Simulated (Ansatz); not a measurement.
## A film clamped to a substrate in TaN

Computed with Ansatz 0.2.0, DFT PBEsol, scalar-relativistic, plane waves, PAW. The runs took a 420 eV cutoff, a Γ-centred 12×12×16 mesh and Gaussian smearing (0.15 eV). Spin–orbit coupling is left out, which matters for the heavy elements here. No spin polarisation. Energies are free energies at this smearing, counted from the undisturbed cell; pressure is positive in compression.

Reference structure (relaxed at this level; this form isn't the usual structure):

```yaml
crystal:
  lattice:
    - [5.20509, 0.00000, 0.00000]
    - [-2.60254, 4.50774, 0.00000]
    - [0.00000, 0.00000, 2.90359]
  atoms:
    - { symbol: Ta, position: [0.00000, 0.00000, 0.00000] }
    - { symbol: Ta, position: [0.33333, 0.66667, 0.50000] }
    - { symbol: Ta, position: [0.66667, 0.33333, 0.50000] }
    - { symbol: N, position: [0.50000, 0.00000, 0.00000] }
    - { symbol: N, position: [0.50000, 0.50000, 0.00000] }
    - { symbol: N, position: [0.00000, 0.50000, 0.00000] }
```

The cell (6 atoms, V0 = 68.13 Å³) is strained by p along both x and y and by q along z, fractional coordinates fixed. τp = (1/V0) ∂E/∂p = (σxx + σyy)(1 + p)(1 + q) and τq = (1/V0) ∂E/∂q = σzz(1 + p)², with tension positive.

```csv
p,q,ΔE (meV/atom),τp (GPa),τq (GPa)
0.000,0.000,0.00,0.41,-0.37
-0.040,0.000,75.96,-56.65,-20.81
0.040,0.000,65.11,43.52,14.79
0.000,-0.040,49.71,-18.35,-36.51
0.000,0.040,38.67,16.89,26.38
```

Get the second derivatives of the energy density.

Central differences give A = ∂τp/∂p = 1252 GPa (C11 + C22 + 2 C12), C = ∂τq/∂q = 786 GPa (C33) and the cross term B = ∂τq/∂p = 445 GPa (C13 + C23); ∂τp/∂q = 440 GPa must equal B, and any difference shows higher-order terms. Steps this large leave an error of some per cent of A or C in all of these, which can swamp a small B. The ions are clamped.

A film of this crystal grows with z along the normal on a substrate that imposes p. How does its thickness respond, and what does the misfit cost?

Count p and q from the stress-free cell. A free surface needs τq = 0, so q = −(B/C) p = -0.57 p. The energy density left is (A − B²/C) p²/2 = M p², with the biaxial modulus M = 500 GPa; a misfit of 1 % costs 3.54 meV/atom, against 4.44 meV/atom if the thickness were held.

At p = 0.080 the energies along q are 279.0 (q = -0.080), 206.5 (q = -0.040), 236.5 (q = 0.000), 344.3 (q = 0.040), 508.2 (q = 0.080) meV/atom.

Does the linear rule hold at this misfit?

A parabola through the lowest point and its neighbours has its minimum at q = -0.032, 204.3 meV/atom. With the stress left in the starting cell, τp0 and τq0, linear elasticity gives q = −(τq0 + Bp)/C = -0.045 and E = V0(τp0 p + τq0 q + Ap²/2 + Bpq + Cq²/2)/N = 230.3 meV/atom. The energies differ by more than a tenth, so the quadratic law fails here: the gap holds the anharmonic part, with some error from the wide steps. Cubic terms also shift the vertex of so wide a parabola.

In a metal these slopes depend on the k mesh and the smearing.

Cost: 23 runs of about 15 core-minutes in all, on Intel Xeon Processor @ 2.50GHz (Skylake/Cascade Lake) (shared hosts).

The film thins under in-plane tension, but by much less than constant volume would require, so the stretched cell still expands. This fits a nitride held by strong, directional Ta d–N p bonds, which resist changes in bond length and angle as well as in volume. Compression in the plane costs more than equal tension, 75.96 against 65.11 meV/atom with the thickness held, even though the small starting stress, tensile in the plane, works the other way and slightly narrows the gap. The reason is the usual anharmonicity: short-range repulsion steepens as the atoms approach, while stretched bonds soften. The same softening accounts for the linear rule overestimating the energy at p = 0.080, and the smaller thinning there suggests that the coupling between plane and normal weakens too.

Fixing the fractional coordinates costs nothing within this symmetry, since every atom sits on a site without free parameters and these strains keep the hexagonal symmetry. The curves don't show whether the strained film would lower its energy by a symmetry-breaking shift of the atoms.
